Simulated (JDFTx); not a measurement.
A run of JDFTx 1.7.0 (patched build):

File wannier.in:

```
lattice \
    0.0000000000     4.8329745637     4.8329745637 \
    4.8329745637     0.0000000000     4.8329745637 \
    4.8329745637     4.8329745637     0.0000000000
coords-type Lattice
ion Hf     0.0000000000     0.0000000000     0.0000000000 1
ion O      0.7500000000     0.7500000000     0.7500000000 1
ion O      0.2500000000     0.2500000000     0.2500000000 1

ion-species pseudo/Hf.upf
ion-species pseudo/O.upf
elec-cutoff 50 400
elec-ex-corr gga-x-rpbe gga-c-pbe
kpoint-folding 6 6 6
elec-smearing Fermi 0.0036749322
elec-n-bands 18
add-U Hf d 0.194771
forces-output-coords Cartesian

wannier-initial-state run.$VAR
wannier-dump-name wannier.$VAR
wannier localizationMeasure RealSpace bStart 4 saveWfnsRealSpace no
wannier-minimize nIterations 1000 energyDiffThreshold 1e-6
wannier-center Gaussian 0.8033 0.8020 0.7839 1.2
wannier-center Gaussian 0.2721 0.3072 0.3232 1.2
wannier-center Gaussian 0.6107 0.8101 0.8060 1.2
wannier-center Gaussian 0.0796 0.2677 0.3144 1.2
wannier-center Gaussian 0.7728 0.6448 0.7930 1.2
wannier-center Gaussian 0.3244 0.1237 0.2550 1.2
wannier-center Gaussian 0.8228 0.8459 0.5549 1.2
wannier-center Gaussian 0.3442 0.2858 0.1336 1.2
```

Potentials or basis: SPMS-PBE-1.0 with smoothed tails.

Command:

```sh
$ wannier -c 1 -i wannier.in -o wannier.out
```

Hardware: 1 thread of Arm Neoverse V1 (shared host).

Problem. How long does it take, and how much memory?

Solution. It took 8.4 min on 1 thread of Arm Neoverse V1, on a shared host, peak memory 0.56 GiB.
